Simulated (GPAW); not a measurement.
Records of electronic-structure calculations.

## A GW chain in GPAW: BeS (F-43m)

Symmetry: F-43m, No. 216, cubic system. Conventional cell: a = 4.850 Å, b = 4.850 Å, c = 4.850 Å, α = 90.00°, β = 90.00°, γ = 90.00°. Be has 4 S at 2.10 Å nearest. Nearest to S lie 4 Be at 2.10 Å. Farther neighbours and most contacts between anions are not listed.

```xyz
2
Lattice="0.0000 2.4250 2.4250 2.4250 0.0000 2.4250 2.4250 2.4250 0.0000" Properties=species:S:1:pos:R:3 pbc="T T T"
Be    0.0000    0.0000    0.0000
S     1.2125    1.2125    1.2125
```

```yaml
method: DFT, LDA, plane waves, PAW (and 1 further level or step)
program: GPAW 26.7.0
settings_of_one_run: cutoff 600 eV, GPAW PAW setups 1.2.1 data release, 6×6×6 k-mesh, nbands 100
cost: 4 runs, 53 s in all on 4 MPI ranks of Arm Neoverse V1, shared host (the runs of this entry)
notes: The database entry behind the starting cell differs from later determinations by our own check (0.1 to 0.3 % short, probably kX units). The cell and positions come from the Crystallography Open Database and are kept as given unless a step says otherwise. Bands and cutoff are finite, so the gap is not at the basis limit. The miss can reach some tenths of an eV and take either sign; the mesh is an error of its own.
lda_gap: 2.90 eV, indirect
g0w0_gap_on_the_mesh: 4.27 eV
gw_settings: 6×6×6 mesh, 90 bands, screening to 125 eV, Godby-Needs plasmon pole
known_limits: not at the basis limit
```

G0W0 moves the gap on the mesh from 2.90 eV to 4.27 eV (+1.37 eV), with Z of 0.80 and 0.83 at the edges. Only 2 of the mesh's irreducible points were corrected, so a valley elsewhere could overtake.

[Paths, hosts, dates, memory and timing lines, banners, echoed tables and standing remarks are left out of the program output.]

[Logs are printed without paths, hosts, clocks, repeated set-up lines and the standing remarks that a program may print on its own settings, such as how far it seeks lower states.]

[Runs of the session that timed out or met a known fault of the program may be left out.]

[Hosts, paths, dates, database ids (printed as entryN), source tags and the programs' standing remarks are cut or masked in the printed files.]
